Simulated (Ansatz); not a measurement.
# MoS2 in Ansatz: further runs

Aim: see how the results for MoS2 move with the level of theory and the settings. Levels: PBEsol, PBEsol+D3(BJ), PBEsol+D3(BJ)-ATM, PBEsol+D4. Tasks: relaxation of cell and atoms.

Program: Ansatz 0.2.0. These are calculated values, not measurements. Logs are shortened: lines on timing, memory, paths and dates and some standing lists are left out, and cuts for length are marked.

## (1) Starting point

The cell holds a slab with vacuum, 3 atoms: a = 3.184 Å, b = 3.184 Å, c = 17.335 Å, α = 90.00°, β = 90.00°, γ = 120.00°.

## (2) Relaxation of cell and atoms, PBEsol

Input file input.yaml:

```yaml
crystal:
  lattice:
    - [3.1841260822, 0.0, 0.0]
    - [-1.5920630411, 2.757534076, 0.0]
    - [0.0, 0.0, 17.33459995]
  atoms:
    - { symbol: Mo, position: [0.0, 0.0, 0.0] }
    - { symbol: S, position: [0.3333333333, 0.6666666667, 0.91050702] }
    - { symbol: S, position: [0.3333333333, 0.6666666667, 0.08949298] }
hamiltonian:
  xc: pbesol
  pseudopotentials: { kind: paw }
kpoints:
  mp_grid: { grid: [10, 10, 2] }
scf:
  occupations: { method: fermi_dirac, width: 0.05 }
output:
  forces: true
  stress: true
  eigenvalues: true
relax:
  f_tol: 0.01
  max_steps: 40
  cell: { stress_tol: 0.05 }
```

Potentials or basis: Ansatz PAW.

Launch:

```
ansatz run input.yaml --threads 2 --pin off --max-ram 5632MiB --backend cpu --events-out ev --progress --plain --runs-dir out
```

What it wrote:

```text
Warning: RAYON_NUM_THREADS=2 ignored (pool sized by the plan → 2); use --threads N
Engine: ansatz 0.2.0, aarch64-unknown-linux-gnu
Pseudopotentials: kind: paw
Pseudopotential: Mo, paw, valence charge 14, recommended cutoff 420 eV (normal), Mo.paw.azcp
Pseudopotential: S, paw, valence charge 6, recommended cutoff 420 eV (normal), S.paw.azcp
Functional definition: PBEsol
  exchange = pbesol_x
  correlation = pbesol_c
Crystal: 3 atoms, lattice volume = 152.204 Å³
Basis set: ecut = 420 eV, 3021 PW (Γ), exchange–correlation on 48×48×240 points (8 copies of the dense FFT grid, shifted against one another)
Bands: 17, of which v1, the nominal top of the filled ones, is band 13 counted from 1 (12 counted from 0)
Symmetry: 12 space group operations
Space group: P-6m2 (ITA 187), of the structure as read, at distance tolerance 5.3e-5 Å
k-points: 28 of 200 (time reversal used)
Non-local potential: Mo, projectors of the file, l = 0: 3, l = 1: 2, l = 2: 2, l = 3: 1
Non-local potential: S, projectors of the file, l = 0: 2, l = 1: 2, l = 2: 2
PAW form: soft (Blöchl's): semilocal exchange-correlation on the pseudo side does not see the compensation charge
PAW frozen core: Mo, regenerated for the run's functional, and the local potential with it (the file was generated under x = pbe(κ = 0.804, μ = 0.2195149727645171), c = pbe(β = 0.06672455060314922))
PAW frozen core: S, regenerated for the run's functional, and the local potential with it (the file was generated under x = pbe(κ = 0.804, μ = 0.2195149727645171), c = pbe(β = 0.06672455060314922))
PAW one-centre angular grid: Mo, 590 points (default); XC on 64 Gauss nodes
PAW one-centre angular grid: S, 110 points (default); XC on 64 Gauss nodes
Initial density: superposition of atomic densities (neutral atoms: chi_scale 0, normalization atom), corrected by the library's trained network
Initial wavefunctions: pseudopotential atomic-orbital guess
Functional: x = pbesol(κ = 0.804, μ = 0.12345679012345678), c = pbesol(β = 0.046)
SCF iter   1: F=—  HF=-6670.120179 eV  |F-HF|=—  |Δ(HF+E_count)|=         —  Δρ=4.25e-3  dr2=3.30e-2  ethr=1.77e-3  ⟨swp⟩=9.1  Hψ=3339  notcnv=0
preconditioner: auto → none  [insulator: Δε(μ)=1.695 eV  Ē_g=8.043 eV  σ=0.050 eV  W_gap=1.00  n_scr=10 (ndim 8)  ℏωp=12.8 eV  f_vac=0.618  D(μ)=0.00/eV (n_scr^D=0)  ε∞_Penn≈3.5]
SCF iter   2: F=—  HF=-6670.138637 eV  |F-HF|=—  |Δ(HF+E_count)|=   1.85e-2  Δρ=5.31e-3  dr2=1.25e-1  ethr=1.27e-4  ⟨swp⟩=3.5  Hψ=1221  notcnv=0
SCF iter   3: F=—  HF=-6670.122682 eV  |F-HF|=—  |Δ(HF+E_count)|=   1.60e-2  Δρ=1.76e-3  dr2=6.35e-3  ethr=1.27e-4  ⟨swp⟩=2.8  Hψ=812  notcnv=0
SCF iter   4: F=—  HF=-6670.123524 eV  |F-HF|=—  |Δ(HF+E_count)|=   8.41e-4  Δρ=4.82e-4  dr2=1.28e-4  ethr=2.44e-5  ⟨swp⟩=2.1  Hψ=618  notcnv=0
SCF iter   5: F=—  HF=-6670.123688 eV  |F-HF|=—  |Δ(HF+E_count)|=   1.65e-4  Δρ=6.09e-5  dr2=6.44e-6  ethr=4.91e-7  ⟨swp⟩=2.1  Hψ=738  notcnv=0
SCF iter   6: F=—  HF=-6670.123628 eV  |F-HF|=—  |Δ(HF+E_count)|=   6.03e-5  Δρ=1.37e-5  dr2=1.36e-7  ethr=2.48e-8  ⟨swp⟩=2.8  Hψ=909  notcnv=0
SCF iter   7: F=-6670.123628 eV  HF=-6670.123628 eV  |F-HF|=1.70e-8  |Δ(HF+E_count)|=   1.09e-7  Δρ=2.26e-6  dr2=4.04e-9  ethr=3.85e-10  ⟨swp⟩=7.7  Hψ=2532  notcnv=0
SCF 1 converged in 7 iterations: F = -6670.123628 eV  dr2 = 4.04e-9
relax step   1: F+E_penalty+E_count = -6670.12362807 eV  Δ(F+E_penalty+E_count) = +0.000e0 eV  max|allowed force component| = 1.485e-1 eV/Å  Δτ_max = 0.0000 Å  P = -1.153 GPa  Ω = 152.204 Å³  (7 SCF iters, dr2 threshold 1.00e-7 eV, accepted)
Crystal: 3 atoms, lattice volume = 145.627 Å³
Basis set: ecut = 420 eV, 2829 PW (Γ), exchange–correlation on 48×48×240 points (8 copies of the dense FFT grid, shifted against one another)
Initial density: handed on by an earlier stage of this run
Initial wavefunctions: those handed on with the density
iter 1 solved again at ethr=4.55e-5 eV; its pass at ethr=3.10e-3 eV (dr2=1.18e-2 eV) is discarded
SCF iter   1: F=—  HF=-6670.137393 eV  |F-HF|=—  |Δ(HF+E_count)|=         —  Δρ=2.02e-3  dr2=1.38e-2  ethr=4.55e-5  ⟨swp⟩=2.2  Hψ=3835  notcnv=0
preconditioner: auto → none  [insulator: Δε(μ)=2.103 eV  Ē_g=8.247 eV  σ=0.050 eV  W_gap=1.00  n_scr=10 (ndim 8)  ℏωp=13.1 eV  f_vac=0.614  D(μ)=0.00/eV (n_scr^D=0)  ε∞_Penn≈3.5]
SCF iter   2: F=—  HF=-6670.138605 eV  |F-HF|=—  |Δ(HF+E_count)|=   1.21e-3  Δρ=2.48e-3  dr2=3.23e-2  ethr=4.55e-5  ⟨swp⟩=3.1  Hψ=990  notcnv=0  recentre
SCF iter   3: F=—  HF=-6670.134972 eV  |F-HF|=—  |Δ(HF+E_count)|=   3.63e-3  Δρ=1.19e-3  dr2=5.27e-3  ethr=4.55e-5  ⟨swp⟩=2.0  Hψ=787  notcnv=0
SCF iter   4: F=—  HF=-6670.134153 eV  |F-HF|=—  |Δ(HF+E_count)|=   8.19e-4  Δρ=4.51e-4  dr2=1.49e-4  ethr=2.03e-5  ⟨swp⟩=1.9  Hψ=659  notcnv=0
SCF iter   5: F=—  HF=-6670.134119 eV  |F-HF|=—  |Δ(HF+E_count)|=   3.41e-5  Δρ=5.58e-5  dr2=8.12e-6  ethr=5.74e-7  ⟨swp⟩=2.6  Hψ=942  notcnv=0
SCF iter   6: F=—  HF=-6670.134119 eV  |F-HF|=—  |Δ(HF+E_count)|=   5.04e-7  Δρ=2.19e-5  dr2=3.18e-7  ethr=3.12e-8  ⟨swp⟩=2.6  Hψ=718  notcnv=0
SCF iter   7: F=-6670.134119 eV  HF=-6670.134119 eV  |F-HF|=1.88e-8  |Δ(HF+E_count)|=   2.22e-8  Δρ=4.22e-6  dr2=2.54e-8  ethr=1.15e-9  ⟨swp⟩=7.8  Hψ=2518  notcnv=0
SCF 2 converged in 7 iterations: F = -6670.134119 eV  dr2 = 2.54e-8
relax step   2: F+E_penalty+E_count = -6670.13411886 eV  Δ(F+E_penalty+E_count) = -1.049e-2 eV  max|allowed force component| = 1.766e-1 eV/Å  Δτ_max = 0.0250 Å  P = +0.234 GPa  Ω = 145.627 Å³  energy of the carried Pulay correction = +1.833e-4 eV  (7 SCF iters, dr2 threshold 3.00e-7 eV, accepted)
Crystal: 3 atoms, lattice volume = 148.179 Å³
Basis set: ecut = 420 eV, 2865 PW (Γ), exchange–correlation on 48×48×240 points (8 copies of the dense FFT grid, shifted against one another)
iter 1 solved again at ethr=8.55e-6 eV; its pass at ethr=3.10e-3 eV (dr2=2.22e-3 eV) is discarded
SCF iter   1: F=—  HF=-6670.142958 eV  |F-HF|=—  |Δ(HF+E_count)|=         —  Δρ=1.05e-3  dr2=2.08e-3  ethr=8.55e-6  ⟨swp⟩=2.2  Hψ=3728  notcnv=0
preconditioner: auto → none  [insulator: Δε(μ)=2.022 eV  Ē_g=8.205 eV  σ=0.050 eV  W_gap=1.00  n_scr=10 (ndim 8)  ℏωp=12.9 eV  f_vac=0.618  D(μ)=0.00/eV (n_scr^D=0)  ε∞_Penn≈3.5]
SCF iter   2: F=—  HF=-6670.142501 eV  |F-HF|=—  |Δ(HF+E_count)|=   4.58e-4  Δρ=5.29e-4  dr2=9.00e-4  ethr=8.01e-6  ⟨swp⟩=2.1  Hψ=690  notcnv=0
SCF iter   3: F=—  HF=-6670.142579 eV  |F-HF|=—  |Δ(HF+E_count)|=   7.87e-5  Δρ=6.06e-4  dr2=1.56e-3  ethr=3.46e-6  ⟨swp⟩=2.0  Hψ=672  notcnv=0
SCF iter   4: F=—  HF=-6670.142368 eV  |F-HF|=—  |Δ(HF+E_count)|=   2.12e-4  Δρ=2.02e-4  dr2=3.11e-5  ethr=3.46e-6  ⟨swp⟩=2.1  Hψ=632  notcnv=0
SCF iter   5: F=—  HF=-6670.142315 eV  |F-HF|=—  |Δ(HF+E_count)|=   5.25e-5  Δρ=3.55e-5  dr2=7.10e-7  ethr=1.19e-7  ⟨swp⟩=2.3  Hψ=790  notcnv=0
SCF iter   6: F=-6670.142316 eV  HF=-6670.142316 eV  |F-HF|=1.61e-8  |Δ(HF+E_count)|=   3.13e-7  Δρ=7.68e-6  dr2=4.07e-8  ethr=1.15e-9  ⟨swp⟩=8.1  Hψ=2566  notcnv=0
SCF 3 converged in 6 iterations: F = -6670.142316 eV  dr2 = 4.07e-8
relax step   3: F+E_penalty+E_count = -6670.14231556 eV  Δ(F+E_penalty+E_count) = -8.197e-3 eV  max|allowed force component| = 9.473e-4 eV/Å  Δτ_max = 0.0185 Å  P = -0.023 GPa  Ω = 148.179 Å³  energy of the carried Pulay correction = +1.112e-4 eV  (6 SCF iters, dr2 threshold 3.00e-7 eV, accepted)
Initial wavefunctions: pseudopotential atomic-orbital guess (no wavefunctions were taken with the density)
iter 1 solved again at ethr=9.30e-8 eV; its pass at ethr=3.10e-3 eV (dr2=2.42e-5 eV) is discarded
SCF iter   1: F=—  HF=-6670.142250 eV  |F-HF|=—  |Δ(HF+E_count)|=         —  Δρ=2.16e-5  dr2=1.36e-7  ethr=9.30e-8  ⟨swp⟩=4.9  Hψ=5459  notcnv=0
preconditioner: auto → none  [insulator: Δε(μ)=2.011 eV  Ē_g=8.210 eV  σ=0.050 eV  W_gap=1.00  n_scr=10 (ndim 8)  ℏωp=12.9 eV  f_vac=0.618  D(μ)=0.00/eV (n_scr^D=0)  ε∞_Penn≈3.5]
SCF iter   2: F=—  HF=-6670.142205 eV  |F-HF|=—  |Δ(HF+E_count)|=   4.44e-5  Δρ=1.05e-5  dr2=6.46e-8  ethr=5.21e-10  ⟨swp⟩=2.1  Hψ=858  notcnv=0
SCF iter   3: F=—  HF=-6670.142205 eV  |F-HF|=—  |Δ(HF+E_count)|=   4.53e-8  Δρ=9.08e-6  dr2=3.35e-7  ethr=2.48e-10  ⟨swp⟩=2.6  Hψ=835  notcnv=0  recentre
SCF iter   4: F=—  HF=-6670.142205 eV  |F-HF|=—  |Δ(HF+E_count)|=   4.47e-8  Δρ=1.35e-6  dr2=6.52e-10  ethr=2.48e-10  ⟨swp⟩=2.5  Hψ=810  notcnv=0
SCF iter   5: F=—  HF=-6670.142205 eV  |F-HF|=—  |Δ(HF+E_count)|=  3.41e-10  Δρ=4.62e-7  dr2=7.26e-11  ethr=2.51e-12  ⟨swp⟩=2.4  Hψ=825  notcnv=0
SCF iter   6: F=-6670.142205 eV  HF=-6670.142205 eV  |F-HF|=2.73e-12  |Δ(HF+E_count)|=  6.55e-11  Δρ=2.96e-8  dr2=8.87e-13  ethr=1.00e-12  ⟨swp⟩=8.4  Hψ=2815  notcnv=0
SCF 4 converged in 6 iterations: F = -6670.142205 eV  dr2 = 8.87e-13
relax step   4: F+E_penalty+E_count = -6670.14220512 eV  Δ(F+E_penalty+E_count) = +1.104e-4 eV  max|allowed force component| = 9.279e-4 eV/Å  Δτ_max = 0.0000 Å  P = -0.023 GPa  Ω = 148.179 Å³  stress off target by 3.25e-2 GPa  SCF on the basis re-selected at this cell (its energy is not comparable with the rows above)  (6 SCF iters)
basis re-selected at this cell: Δ(F+E_penalty+E_count) = +1.104e-4 eV, ΔP = +0.000 GPa vs the last step (what re-selecting the basis moved, of the pressure what is left beyond the Pulay correction that the steps carried, after the strain that the cell walked since its last selection, with what the two solves' SCF thresholds leave and, on support functions, any second-order correction that the steps lacked; it is no measure of the basis error at this ecutwfc). This SCF's stress stands 3.25e-2 GPa from its target on what of the cell is left free (relax.cell.stress_tol is 5.00e-2 GPa) and its largest allowed force component is 9.28e-4 eV/Å (relax.f_tol is 1.00e-2 eV/Å): within both
SCF converged after 6 iterations
Free energy (F): -6670.142205 eV
Harris-Foulkes:  -6670.142205 eV  (|F-HF|=2.73e-12)
Internal energy: -6670.142205 eV  (E = F + TS)
E sigma→0 (E₀):  -6670.142205 eV
Fermi energy:    0.773048 eV
--- Per-component energies (eV) ---
  E_band       = -425.437775
  E_kinetic    = 656.602121
  E_local      = -13350.887075  (includes V_loc(G=0)·N_el)
  E_nonlocal   = 201.394541
  E_hartree    = 6313.352361
  E_xc         = -375.663580
  E_vxc        = -404.516021  (∫ρ·V_xc dr)
  E_paw        = -4311.917097  (= ΣΔE_a)
  E_vpaw       = -154.736042  (= ΣTr[D̂ρ^β])
  E_aug_tail   = 0.000031  (compensation charges beyond the density's cutoff)
  E_ewald      = 4196.643294
  E_core_change = 0.333198  (= ΣΔE_core)
  E_smearing   = -0.000000  (= −TS)
  E_closure    = 0.000000  (closes the sum)
  Σ components = -6670.142205   (vs F -6670.142205, Δ=0.00e0)
--- Forces (eV/Å), atoms counted from 1 ---
  atom   1  Mo     0.00000000    -0.00000000     0.00000000
  atom   2  S     -0.00000000    -0.00000000     0.00092794
  atom   3  S      0.00000000    -0.00000000    -0.00092794
  max |Σ_I F_I| component: 6.48e-17 eV/Å
--- Stress (GPa, compression-positive) ---
       -0.032536       0.000000       0.000000
        0.000000      -0.032536       0.000000
        0.000000       0.000000      -0.003065
  P = ⅓ Tr σ = -0.0227 GPa (-0.227 kbar)
--- Band table (eV; the first three rows and the last of 28) ---
  k-point 0: bands = ["-60.8529", "-35.0596", "-34.7948", "-34.7948", "-14.3745", "-13.0079", "-5.9177", "-2.7693", "-2.7693", "-1.9937", "-1.6106", "-1.6106", "-0.2181", "2.7446", "2.7446", "3.0220", "3.0220"]
  k-point 1: bands = ["-60.8529", "-35.0596", "-34.7948", "-34.7948", "-14.3745", "-13.0079", "-5.9177", "-2.7693", "-2.7693", "-1.9937", "-1.6106", "-1.6106", "-0.2181", "2.7446", "2.7446", "3.0220", "3.0220"]
  k-point 2: bands = ["-60.8486", "-35.0512", "-34.8373", "-34.8044", "-14.2175", "-12.9440", "-5.7432", "-3.1033", "-2.6054", "-2.6027", "-1.8521", "-1.2454", "-0.2858", "2.5586", "2.6037", "2.8466", "3.0090"]
  k-point 27: bands = ["-60.8028", "-35.1382", "-35.0427", "-34.9614", "-12.1048", "-12.0575", "-5.6579", "-5.1199", "-4.0646", "-3.6405", "-3.1932", "-2.2020", "-0.2709", "1.7925", "2.9494", "3.4150", "4.8937"]
--- Relaxed structure (3 steps of the walk, 3 accepted, 1 SCFs on fresh bases) ---
  F+E_penalty+E_count = -6670.14220512 eV   max|allowed force component| = 9.279e-4 eV/Å   (the final SCF, on the basis selected at the relaxed cell)
  cell:  # Å, volume = 148.1794 Å³
    - [3.14151392935158, 5.359972156052265e-34, 0.0]
    - [-1.57075696467579, 2.7206308691611403, 0.0]
    - [0.0, 0.0, 17.337211324043793]
  atoms:
    - { symbol: Mo, position: [3.0814879110195774e-33, -2.8783559898885975e-17, 1.3343051707609452e-19] }
    - { symbol: S, position: [0.3333333333333333, 0.6666666666666666, 0.9101311973679378] }
    - { symbol: S, position: [0.3333333333333333, 0.6666666666666666, 0.08986880263206216] }
```

It took 15 s on 2 threads of Arm Neoverse V2, shared host; peak memory 0.4 GiB.

Results:

| Property | Result |
| --- | --- |
| Free energy | -6670.1422 eV |
| Relaxed volume | 49.39 Å³/atom |
| Relaxed cell | a = 3.142 Å, b = 3.142 Å, c = 17.337 Å, α = 90.00°, β = 90.00°, γ = 120.00° |
| Space group after relaxing (to 0.05 Å) | P-6m2 (No. 187) |
| Energy gained by relaxing | 6.2 meV/atom |
| Ionic steps | 4 |
| Band gap on the k mesh | 2.01 eV, indirect (least direct gap 2.06 eV) |

The path:
```
step  energy change (eV)  largest force (eV/Å)  volume (Å³)
   1              0.0000                0.1485       152.20
   2             -0.0105                0.1766       145.63
   3             -0.0187                0.0009       148.18
   4             -0.0186                0.0009       148.18
```

Final structure:
```xyz
3
Lattice="3.1415 0.0000 0.0000 -1.5708 2.7206 0.0000 0.0000 0.0000 17.3372" Properties=species:S:1:pos:R:3 pbc="T T T"
Mo    0.0000    0.0000    0.0000
S     0.0000    1.8138   15.7791
S     0.0000    1.8138    1.5581
```

Caveat: the plane-wave basis is chosen anew once the cell has moved, so the energies of steps on either side of that aren't comparable; the PAW data sets come from PBE, with cores solved anew for the run's functional, which leaves a small shift of forces and pressure. Expect the measured gap to be larger: semilocal functionals such as PBEsol lack the derivative discontinuity.

## (3) Relaxation of cell and atoms, PBEsol+D3(BJ)

input.yaml: that of step 2 with these lines changed.

```diff
@@ -12,2 +12,3 @@
   pseudopotentials: { kind: paw }
+  dispersion: d3bj
 kpoints:
```

Potentials or basis: Ansatz PAW.

Launch:

```
ansatz run input.yaml --threads 2 --pin off --max-ram 5632MiB --backend cpu --events-out ev --progress --plain --runs-dir out
```

It took 18 s on 2 threads of Arm Neoverse V2, shared host; peak memory 0.4 GiB.

Results (log left out):

```
Free energy                            : -6670.8890 eV
Relaxed volume                         : 48.57 Å³/atom
Relaxed cell                           : a = 3.117 Å, b = 3.117 Å, c = 17.323 Å, α = 90.00°, β = 90.00°, γ = 120.00°
Space group after relaxing (to 0.05 Å) : P-6m2 (No. 187)
Energy gained by relaxing              : 14.8 meV/atom
Ionic steps                            : 5
Band gap on the k mesh                 : 2.13 eV, indirect (least direct gap 2.15 eV)
```

The path:
```tsv
step	energy change (eV)	largest force (eV/Å)	volume (Å³)
1	0.0000	0.1993	152.20
2	-0.0229	0.2824	141.90
3	-0.0444	0.0029	146.00
4	-0.0445	0.0003	145.72
5	-0.0443	0.0002	145.72
```

Final structure:
```xyz
3
Lattice="3.1167 0.0000 0.0000 -1.5583 2.6991 0.0000 0.0000 0.0000 17.3226" Properties=species:S:1:pos:R:3 pbc="T T T"
Mo    0.0000    0.0000    0.0000
S     0.0000    1.7994   15.7585
S     0.0000    1.7994    1.5641
```

Levels at points of the mesh, in eV from the valence-band top:
| k point | band 10 | band 11 | band 12 | band 13 | band 14 | band 15 | band 16 | band 17 |
| --- | --- | --- | --- | --- | --- | --- | --- | --- |
| (0.00, 0.00, 0.00) | -1.82 | -1.30 | -1.30 | -0.05 | 3.07 | 3.07 | 3.33 | 3.33 |
| (0.00, 0.00, -0.50) | -1.82 | -1.30 | -1.30 | -0.05 | 3.07 | 3.07 | 3.33 | 3.33 |
| (0.00, -0.50, 0.00) | -3.08 | -1.87 | -0.71 | -0.56 | 2.61 | 3.09 | 4.08 | 4.64 |
| (0.00, -0.50, -0.50) | -3.08 | -1.87 | -0.71 | -0.56 | 2.61 | 3.09 | 4.08 | 4.64 |

Caveat: the plane-wave basis is chosen anew once the cell has moved, so the energies of steps on either side of that aren't comparable; the PAW data sets come from PBE, with cores solved anew for the run's functional, which leaves a small shift of forces and pressure. PBEsol gaps usually lie below the measured ones, often by a third to a half.

(Part 1 of 2 ends here.)
